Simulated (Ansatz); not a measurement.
ZnSe (started from an entry of an open crystallographic database), relaxed with r2SCAN in Ansatz: space group F-43m (No. 216), cubic; conventional cell a = 5.665 Å, 22.72 Å³ an atom. Zn has 4 Se at 2.45 Å; Se has 4 Zn at 2.45 Å. The cell was then strained (x, y and z are the cube axes), with the atoms relaxed again; stress is positive in compression. Spin-unpolarised throughout; all numbers are computed.

- Uniaxial -1.57 % along x, other directions held: r2SCAN's stress changes by +1.44 GPa along the strain and +0.88 GPa across it.
- Isotropic -2.07 % on every length: the pressure changes by +4.72 GPa, and the HSE06 gap (Γ) goes from 2.422 to 2.710 eV.

Q: Estimate C₁₁, C₁₂ and the bulk modulus from the uniaxial step.

A: With compression positive, C₁₁ ≈ −Δσ∥/ε = (-1.44)/(-0.0157) = 92 GPa and C₁₂ ≈ (-0.88)/(-0.0157) = 56 GPa; B = (C₁₁ + 2C₁₂)/3 = 68 GPa. A one-sided step carries third-order terms: it reads high by some per cent.

Q: What bulk modulus does the isotropic step give?

A: Δ ln V = 3 ln(0.9793) = -0.0628, so B ≈ −ΔP/Δ ln V = 75 GPa, against 68 GPa from C₁₁ and C₁₂; one-sided steps of finite size carry third-order terms.

Q: Give the volume deformation potential of that gap and its pressure coefficient.

A: a_V = ΔE_g/Δ ln V = (+0.288)/(-0.0628) = -4.59 eV; dE_g/dP = −a_V/B = +61 meV/GPa, with HSE06's gap and r2SCAN's modulus.

The runs are scalar-relativistic, without spin-orbit coupling.

The meshes of the hybrids are coarse, so their gaps aren't converged to the digits shown.
